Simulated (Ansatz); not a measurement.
# V under changes of volume

One of the cells (13.872 Å³/atom); the others are scaled copies at fixed shape and fractional positions:

```
CELL_PARAMETERS angstrom
2.60429 0.00000 0.00000
-1.30215 2.25538 0.00000
0.00000 0.00000 4.72334
ATOMIC_POSITIONS crystal
V 0.33333 0.66667 0.25000
V 0.66667 0.33333 0.75000
```

This isn't the form of V at room conditions, which is bcc.

- Program: Ansatz 0.2.0
- Functional: r2SCAN
- Potentials or basis: Ansatz PAW
- Cutoff: 500 eV (not typed: the program's choice for these potentials)
- k mesh: 12 × 12 × 6
- Occupations: fermi-dirac, width 0.05 eV
- Spin: collinear spin, ferromagnetic start
- Starting moments: [2.0, 2.0] μB

```tsv
volume (Å³/atom)	energy over the lowest point (meV/atom)	pressure (GPa)	moment (μB per cell)
13.039	14.42	8.7	0.00
13.317	3.64	4.3	0.00
13.594	0.00	0.4	0.00
13.872	2.85	-3.2	0.00
14.149	11.54	-6.4	0.00
14.427	25.50	-8.5	0.74
14.704	?	?	?
```

Problem. What does the run at 14.704 Å³/atom give?

Solution. Energy over the lowest point 41.74 meV/atom; pressure -10.7 GPa; moment 0.99 μB per cell.

Worked out: A Birch-Murnaghan fit of order 3 (a polynomial in V^(-2/3)) to the other rows has its minimum at 13.61 Å³/atom with B0 = V·E''(V) = 182 GPa and B' = 4.0 at fixed shape and positions, which overstates the stiffness. It gives 44.20 meV/atom at 14.704 Å³/atom, against the run's 41.74, and -dE/dV = -12.1 GPa, against -10.7. The moment follows no smooth curve through the other rows.

Energies are extrapolated to zero smearing.

Caveats: the magnetic or orbital state may not be the lowest; the PAW data sets come from PBE, with cores solved anew for the run's functional, which leaves a small shift of forces and pressure; the starting moments weren't kept (some runs).
